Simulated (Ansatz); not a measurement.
# Course of a relaxation: Se

Recipe of this trial structure of Se: 4-, 6-connected net of one element (Cmmm, No. 65). The dimensions are guesses.

```xyz
6
Lattice="2.5801 -5.5027 0.0000 2.5801 5.5027 0.0000 0.0000 0.0000 3.6671" Properties=species:S:1:pos:R:3 pbc="T T T"
Se    1.0928    1.2090    1.8335
Se    4.0673   -1.2090    1.8335
Se    1.0928   -1.2090    1.8335
Se    4.0673    1.2090    1.8335
Se    1.2900    2.7514    0.0000
Se    1.2900   -2.7514    0.0000
```

Theory: DFT PBE, scalar-relativistic, plane waves, PAW in Ansatz 0.2.0. Cutoff 420 eV, Gaussian smearing, Γ-centred meshes. Cell and atoms relax first on a coarse mesh and then on a finer one. In between, the cell is made exact in the group found at 0.06 Å. In metals the finer mesh still leaves noise of several meV/atom or more. The steps can't lower the symmetry of their start. No spin polarisation.

Steps on the 4×4×6 mesh (6 atoms, 17 steps). The free energy counts from the last step; some steps are skipped; the plane-wave basis is renewed at times, which shifts energy and pressure.

| step | ΔF (meV/atom) | V (Å³/atom) | P (GPa) | largest force component (eV/Å) |
| --- | --- | --- | --- | --- |
| 1 | 1302.1 | 17.35 | 57.52 | 4.027 |
| 3 | 291.8 | 21.39 | 16.01 | 1.005 |
| 5 | 73.3 | 24.43 | 1.28 | 0.278 |
| 6 | 50.5 | 24.41 | -0.36 | 0.430 |
| 8 | 41.3 | 25.19 | 1.23 | 0.456 |
| 10 | 30.4 | 25.00 | -0.31 | 0.025 |
| 12 | 10.1 | 24.97 | 1.26 | 0.010 |
| 13 | 6.6 | 25.28 | 0.59 | 0.047 |
| 15 | 0.5 | 26.09 | 0.03 | 0.022 |
| 17 | 0.0 | 26.24 | 0.07 | 0.015 |

The relaxed structure, after a last relaxation on the converged mesh:

```xyz
3
Lattice="2.9103 0.0000 0.0000 0.0000 3.6908 0.0000 0.0000 0.0000 7.4029" Properties=species:S:1:pos:R:3 pbc="T T T"
Se    1.4552    1.8454    5.6118
Se    1.4552    1.8454    1.7911
Se    1.4552    0.0000    3.7015
```

The symmetry goes from Cmmm (No. 65) to Pmmm (No. 47), and the primitive cell from 6 to 3 atoms. The volume per atom grows by 52.7 %, from 17.4 to 26.5 Å³. The shortest distance goes from 2.19 Å (Se–Se) to 2.66 Å (Se–Se). The energy falls by about 1.3 eV/atom (the start's value is from the coarse mesh). The end is written in a standard setting, so origin, axes and order of atoms can differ from the start's. Se on a site of symmetry mm2 is surrounded by 2 Se at 2.66 Å and 2 Se at 2.91 Å; around Se on a site of symmetry mmm lie 4 Se at 2.66 Å and 2 Se at 2.91 Å.

```
Volume per atom                            : 26.5 Å³
Density                                    : 4.9 g/cm³
Energy over the standard state             : +0.20 eV/atom
Gap on the 16×12×6 mesh of the 3-atom cell : 0 eV (a metal)
```

Energies count from the standard state of Se at the same level.

The last run used Gaussian smearing of 0.10 eV. Weakly bound directions are ill-defined at this level, which has no dispersion term. The reference form of Se is held partly by dispersion forces, which this level lacks. A structure relaxed within its symmetry needn't be a true minimum. In all, the 3 runs took 14 min on 1 thread of Intel(R) Xeon(R) Processor @ 2.50GHz (Skylake/Cascade Lake) (shared host).
